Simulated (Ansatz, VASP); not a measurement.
# Cross-check of P (black phosphorene monolayer) between VASP and Ansatz, part 2 of 2

Aim: how closely do two programs agree when they are given the same cell, functional and k mesh?

VASP 6.6.1 and Ansatz 0.2.0.

So far. Step 2 (VASP: band structure, PBE with D3(BJ)): Within 0.02 Å the cell has space group Pmna; at a tight tolerance a small distortion makes it P2/m.

## Step 3: Ansatz: band structure, PBE with D3(BJ)

Level of this step: Ansatz beside VASP: Kohn-Sham DFT, plane waves, PBE with D3(BJ) (Ansatz).

Ansatz runs on its default PAW (the set named soft_2) files.

The same cell, functional, mesh and smearing now go to Ansatz, which takes its cutoff from its data sets.

File input.yaml:

```yaml
crystal:
  lattice:
    - [4.4393869838, 0.0, 0.0]
    - [0.0, 3.2895064626, 0.0]
    - [0.0, 0.0, 20.24]
  atoms:
    - { symbol: P, position: [0.0826516467, 0.0, 0.4476830114] }
    - { symbol: P, position: [0.4170898279, 0.5, 0.4476572422] }
    - { symbol: P, position: [0.9173483533, 0.0, 0.5523169886] }
    - { symbol: P, position: [0.5829101721, 0.5, 0.5523427578] }
hamiltonian:
  xc: pbe
  pseudopotentials: { kind: paw }
  dispersion: d3bj
kpoints:
  mp_grid: { grid: [8, 10, 1] }
  band_path:
    path:
      - [0.0, 0.0, 0.0]
      - [-0.07692, 0.0, 0.0]
      - [-0.15385, 0.0, 0.0]
      - [-0.26923, 0.0, 0.0]
      - [-0.34615, 0.0, 0.0]
      - [-0.42308, 0.0, 0.0]
      - [-0.5, 0.0, 0.0]
      - [-0.5, -0.07692, 0.0]
      - [-0.5, -0.19231, 0.0]
      - [-0.5, -0.26923, 0.0]
      - [-0.5, -0.34615, 0.0]
      - [-0.5, -0.46154, 0.0]
      - [-0.5, -0.5, 0.0]
      - [-0.42308, -0.5, 0.0]
      - [-0.30769, -0.5, 0.0]
      - [-0.23077, -0.5, 0.0]
      - [-0.11538, -0.5, 0.0]
      - [-0.03846, -0.5, 0.0]
      - [0.0, -0.5, 0.0]
      - [0.0, -0.38462, 0.0]
      - [0.0, -0.30769, 0.0]
      - [0.0, -0.23077, 0.0]
      - [0.0, -0.11538, 0.0]
      - [0.0, -0.03846, 0.0]
      - [-0.03846, -0.03846, 0.0]
      - [-0.11538, -0.11538, 0.0]
      - [-0.19231, -0.19231, 0.0]
      - [-0.30769, -0.30769, 0.0]
      - [-0.38462, -0.38462, 0.0]
      - [-0.5, -0.5, 0.0]
    npoints: 1
scf:
  occupations: { method: fermi_dirac, width: 0.05 }
  n_extra_bands: 8
efield:
  axis: 3
  dipole_correction: true
  ramp_width: 0.04
output:
  forces: true
  eigenvalues: true
  write_density: true
  write_potential: true
  elf: true
  volumetric_format: npy
```

Started as:

```sh
$ ansatz run input.yaml --threads 2 --pin off --max-ram 4608MiB --backend cpu --events-out ev --progress --plain --runs-dir out
```

Numbers of over 12 decimals in the logs are rounded to 6 here.

What it wrote:

```text
scf.n_extra_bands = 8 over 10 filled bands (N_el = 20.0): the run solves 18 bands
Engine: ansatz 0.2.0, aarch64-unknown-linux-gnu
Pseudopotentials: kind: paw
Pseudopotential: P, paw, valence charge 5, recommended cutoff 420 eV (normal), P.paw.azcp
Functional definition: PBE
  parameter kappa = 0.804
  parameter beta = 0.066725
  exchange = pbe_x(kappa = kappa, mu = beta*pi^2/3)
  correlation = pbe_c(beta = beta)
Crystal: 4 atoms, lattice volume = 295.573 Å³
Basis set: ecut = 420 eV, 5799 PW (Γ), exchange–correlation on 60×48×288 points (8 copies of the dense FFT grid, shifted against one another)
Bands: 18, of which v1, the nominal top of the filled ones, is band 10 counted from 1 (9 counted from 0)
Symmetry: 2 space group operations
k-points: 30 of 80 (time reversal used)
Non-local potential: P, projectors of the file, l = 0: 2, l = 1: 2, l = 2: 2
PAW form: soft (Blöchl's): semilocal exchange-correlation on the pseudo side does not see the compensation charge
PAW one-centre angular grid: P, 110 points (default); XC on 64 Gauss nodes
Initial density: superposition of atomic densities (neutral atoms: chi_scale 0, normalization atom), corrected by the library's trained network
Initial wavefunctions: pseudopotential atomic-orbital guess
Functional: x = pbe(κ = 0.804, μ = 0.219515), c = pbe(β = 0.066725)
SCF iter   1: F=—  HF=-3023.623321 eV  |F-HF|=—  |Δ(HF+E_count)|=         —  Δρ=1.44e-3  dr2=8.41e-3  ethr=1.77e-3  p=0.000 e·Å  D=1.24e-14 V/Å  ΔV_dip=-0.00 eV  dr2_dipole=1.17e-9  V_vac-E_F(+/−)=4.41/4.41 eV  ⟨swp⟩=11.3  Hψ=4956  notcnv=0  defer=3
efield: sawtooth ramp at fractional position 0.9800 (placed from the atoms, in the widest stretch of the axis that holds none; the zero of the levels goes with the place), width 0.0400; the density the first Hamiltonian is built on has a dipole p = 0.000 e·Å; the dipole correction subtracts the counter field D = 1.24e-14 V/Å, which shifts the + side's vacuum level by -0.00 eV against the − side's; the planar-averaged density in the ramp window peaks in size at 2.9e-6 e/Å³
preconditioner: auto → Resta (q_TF=auto, 1.742 Å⁻¹)  ε∞=1.9  [insulator: Δε(μ)=0.728 eV  Ē_g=10.188 eV  σ=0.050 eV  W_gap=1.00  n_scr=24 (ndim 8)  ℏωp=9.7 eV  f_vac=0.680  D(μ)=0.00/eV (n_scr^D=0)  ε∞_Penn≈1.9  vacuum switching on, ρ_ref=7.5e-3 e/Å³]
SCF iter   2: F=—  HF=-3023.623046 eV  |F-HF|=—  |Δ(HF+E_count)|=   2.74e-4  Δρ=6.32e-4  dr2=9.26e-4  ethr=4.20e-5  p=-0.000 e·Å  D=-8.86e-6 V/Å  ΔV_dip=0.00 eV  dr2_dipole=1.17e-8  V_vac-E_F(+/−)=4.49/4.49 eV  ⟨swp⟩=2.5  Hψ=1185  notcnv=0  defer=59
SCF iter   3: F=—  HF=-3023.623081 eV  |F-HF|=—  |Δ(HF+E_count)|=   3.46e-5  Δρ=2.96e-4  dr2=1.60e-4  ethr=4.63e-6  p=0.000 e·Å  D=2.42e-5 V/Å  ΔV_dip=-0.00 eV  dr2_dipole=3.63e-8  V_vac-E_F(+/−)=4.51/4.51 eV  ⟨swp⟩=2.5  Hψ=706  notcnv=0  defer=59
SCF iter   4: F=—  HF=-3023.623162 eV  |F-HF|=—  |Δ(HF+E_count)|=   8.12e-5  Δρ=5.68e-5  dr2=9.18e-6  ethr=8.02e-7  p=-0.000 e·Å  D=-8.70e-5 V/Å  ΔV_dip=0.00 eV  dr2_dipole=5.19e-7  V_vac-E_F(+/−)=4.53/4.53 eV  ⟨swp⟩=2.8  Hψ=855  notcnv=0  defer=59
SCF iter   5: F=—  HF=-3023.623197 eV  |F-HF|=—  |Δ(HF+E_count)|=   3.46e-5  Δρ=2.30e-5  dr2=1.08e-5  ethr=4.59e-8  p=0.000 e·Å  D=1.93e-4 V/Å  ΔV_dip=-0.00 eV  dr2_dipole=2.53e-6  V_vac-E_F(+/−)=4.53/4.54 eV  ⟨swp⟩=2.7  Hψ=849  notcnv=0  defer=61
SCF iter   6: F=—  HF=-3023.623195 eV  |F-HF|=—  |Δ(HF+E_count)|=   1.20e-6  Δρ=1.12e-5  dr2=8.95e-7  ethr=4.59e-8  p=-0.000 e·Å  D=-5.03e-5 V/Å  ΔV_dip=0.00 eV  dr2_dipole=1.65e-7  V_vac-E_F(+/−)=4.54/4.54 eV  ⟨swp⟩=1.9  Hψ=524  notcnv=0  defer=62
SCF iter   7: F=-3023.623196 eV  HF=-3023.623196 eV  |F-HF|=1.46e-8  |Δ(HF+E_count)|=   1.56e-7  Δρ=1.87e-6  dr2=3.01e-8  ethr=5.00e-10  p=-0.000 e·Å  D=-8.12e-6 V/Å  ΔV_dip=0.00 eV  dr2_dipole=4.76e-9  V_vac-E_F(+/−)=4.54/4.54 eV  ⟨swp⟩=17.7  Hψ=5247  notcnv=0
SCF 1 converged in 7 iterations: F = -3023.623196 eV  dr2 = 3.01e-8
  greatest PAW one-centre occupation: 0.810 electrons in one spin orbital (limit 2), on the P atom at site 3 (counted from 0), in its partial waves of l = 0
NSCF: frozen V_eff on 30 k-points
efield: sawtooth ramp at fractional position 0.9800 (kept from the solve that this one continues, or follows in the run), width 0.0400; the density the first Hamiltonian is built on has a dipole p = -0.000 e·Å; the dipole correction subtracts the counter field D = -8.12e-6 V/Å, which shifts the + side's vacuum level by +0.00 eV against the − side's; the planar-averaged density in the ramp window peaks in size at 1.1e-7 e/Å³
SCF converged after 7 iterations
Free energy (F): -3023.623196 eV
Harris-Foulkes:  -3023.623196 eV  (|F-HF|=1.46e-8)
Internal energy: -3023.623172 eV  (E = F + TS)
E sigma→0 (E₀):  -3023.623184 eV
Entropy (-TS):   -0.000024 eV (-0.006 meV/atom)
Fermi energy:    -1.436274 eV
Dipole field:    D = 0.000068 V/Å  (p = 0.000111 e·Å, saw-weighted, corrected)
Work function:   Φ+ = 4.5366 eV   Φ− = 4.5380 eV
Levels:          The Fermi level and band energies are counted from a zero that moves with the ramp; work functions are not
--- Per-component energies (eV) ---
  E_band       = -160.914405
  E_kinetic    = 280.446537
  E_local      = -5521.635103  (includes V_loc(G=0)·N_el)
  E_nonlocal   = 135.795418
  E_hartree    = 2608.170089
  E_xc         = -245.018968
  E_vxc        = -241.709600  (∫ρ·V_xc dr)
  E_paw        = -2277.365173  (= ΣΔE_a)
  E_vpaw       = -30.149558  (= ΣTr[D̂ρ^β])
  E_aug_tail   = 0.000013  (compensation charges beyond the density's cutoff)
  E_efield     = 0.000000  (sawtooth field / dipole correction)
  E_vefield    = 0.000000  (∫n·V_field dr)
  E_ewald      = 1996.976933
  E_disp       = -0.992916  (pairwise vdW)
  E_smearing   = -0.000024  (= −TS)
  E_closure    = 0.000000  (closes the sum)
  Σ components = -3023.623196   (vs F -3023.623196, Δ=0.00e0)
--- Forces (eV/Å), atoms counted from 1 ---
  atom   1  P     -0.02512630     0.00000000    -0.04349857
  atom   2  P      0.03156348     0.00000000    -0.03287603
  atom   3  P      0.02514463     0.00000000     0.04348332
  atom   4  P     -0.03158940     0.00000000     0.03285587
  max |Σ_I F_I| component: 3.54e-5 eV/Å
--- Band table (eV; the first three rows and the last of 30) ---
  k-point 0: bands = [... 6 lower, -5.3009, -3.6981, -3.6002, -1.8189, -1.0864, -0.2669, 0.8963, 1.6340, ... 4 higher]
  k-point 1: bands = [... 6 lower, -5.9247, -4.2177, -3.6387, -1.8401, -0.9708, 0.6913, 0.9785, 1.7854, ... 4 higher]
  k-point 2: bands = [... 6 lower, -6.1188, -4.7987, -3.5254, -2.0659, -0.6289, -0.1418, 2.1243, 2.4182, ... 4 higher]
  k-point 29: bands = [... 6 lower, -6.6846, -6.6843, -3.1183, -3.1166, 0.5735, 0.5797, 2.4186, 2.4189, ... 4 higher]
```

It took 21 s on 2 threads of Arm Neoverse N1, shared host; peak memory 0.49 GiB; 41 s of CPU time.

## Step 4: Side by side

Known differences besides the potentials themselves: the cutoff is 420 eV in Ansatz and 340 eV in VASP (PREC = Normal); VASP leaves aspherical gradient terms in its spheres out (LASPH is not set), Ansatz keeps them. Total energies have different zeros and are not compared.

The two programs side by side:

| quantity | Ansatz | VASP | difference |
| --- | --- | --- | --- |
| gap over the path points (eV) | 0.730 | 0.739 | -0.009 |

Levels at points of the path, from each program's valence-band top (eV; 4 filled, then empty):

| k (reciprocal lattice) | Ansatz | VASP |
| --- | --- | --- |
| 0.000 0.000 0.000 | -3.48 -1.88 -1.78 0.00 0.73 1.55 2.71 | -3.46 -1.88 -1.76 0.00 0.74 1.58 2.75 |
| -0.077 0.000 0.000 | -3.46 -1.80 -1.70 -0.29 0.99 1.57 2.65 | -3.44 -1.78 -1.70 -0.29 0.99 1.60 2.68 |
| -0.154 0.000 0.000 | -3.38 -1.86 -1.24 -0.79 1.41 1.66 2.47 | -3.37 -1.84 -1.24 -0.79 1.42 1.69 2.50 |
| -0.269 0.000 0.000 | -3.19 -2.02 -1.60 -0.49 1.80 2.06 2.18 | -3.17 -2.00 -1.60 -0.49 1.82 2.10 2.19 |
| -0.346 0.000 0.000 | -2.54 -2.18 -2.10 -0.28 1.92 1.95 2.68 | -2.52 -2.16 -2.09 -0.28 1.95 1.97 2.69 |
| -0.423 0.000 0.000 | -2.67 -2.37 -1.73 -0.52 2.00 2.07 3.17 | -2.67 -2.35 -1.72 -0.51 2.02 2.09 3.17 |
| -0.500 0.000 0.000 | -2.59 -2.58 -1.06 -1.06 2.09 2.10 3.48 | -2.57 -2.56 -1.05 -1.05 2.12 2.12 3.50 |
| -0.500 -0.077 0.000 | -3.07 -3.07 -0.90 -0.90 2.46 2.46 3.31 | -3.07 -3.07 -0.90 -0.89 2.48 2.49 3.33 |
| -0.500 -0.192 0.000 | -2.92 -2.91 -1.20 -1.19 2.78 2.78 3.61 | -2.92 -2.91 -1.19 -1.19 2.80 2.80 3.62 |
| -0.500 -0.269 0.000 | -2.97 -2.97 -1.57 -1.57 2.89 2.89 3.62 | -2.97 -2.96 -1.57 -1.57 2.91 2.91 3.63 |

At this near-relaxed geometry the largest component of a force difference is 33 meV/Å. Among the levels compared at these points, filled levels agree within 20 meV and empty ones within 34 meV.

## Step 5: What the set-up changes

Further runs change the set-up of one program: Ansatz's method, potentials or start, or VASP's data sets, cutoff or form of LDA. The table gives Ansatz less VASP for each quantity, since a change that brings one quantity closer may part another.

| run | r.m.s. force difference (meV/Å) | gap over the path points (eV) |
| --- | --- | --- |
| as above | 27 | -0.0085 |
| Ansatz's larger PAW set (cutoff 510 eV) | 25 | -0.0024 |
| norm-conserving potentials (cutoff 599 eV) | 32 | -0.0090 |

## Step 6: Summary of results

```json
{"r.m.s. force difference (band structure, PBE with D3(BJ))": "27 meV/Å"}
```

The r.m.s. force difference is 27 meV/Å (band structure, PBE with D3(BJ)), beyond the 12 meV/Å picked in this series as the mark of a large difference. Band structure, PBE with D3(BJ), Ansatz's larger PAW set (cutoff 510 eV): the difference in gap over the path points goes from -0.0085 to -0.0024 eV. How closely two codes agree says nothing of how well the functional describes the real material.

[Lines on the potential files, build, host, timing and source positions are cut from VASP's logs without a mark.]

[Logs are printed without paths, hosts, clocks, repeated set-up lines and the standing remarks that a program may print on its own settings, such as how far it seeks lower states.]

[Hosts, paths, dates, database ids (printed as entryN), source tags and the programs' standing remarks are cut or masked in the printed files.]
